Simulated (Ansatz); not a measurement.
All cells: G0W0@PBE, plasmon-pole screening, hard PAW set made for 700 eV (Ansatz); response cutoff 200 eV, empty bands to 200 eV, primitive cells on a 4×4×4 mesh, the pole fitted at a frequency of each cell's own, no spin-orbit coupling. Band edges are those of the mesh. The mesh is coarse, the sums aren't at the basis limit and many cells are compressed or hypothetical, so the values aren't those of the ambient crystals.

(1) Order these cells by the electronic dielectric constant on this mesh, smallest first.
A. carbon (Fd-3m), 2 atoms, 5.7 Å³ an atom
B. CaSe (Fm-3m), 2 atoms, 23.3 Å³ an atom
C. KF (Fm-3m), 2 atoms, 18.2 Å³ an atom
D. BaS (Fm-3m), 2 atoms, 31.6 Å³ an atom

Results:

(1) C (1.9), D (4.8), B (6.4), A (7.0).

Model cells at fixed atoms, which needn't be the relaxed known crystals. Coarse meshes can put the dielectric constant off by a tenth and more.
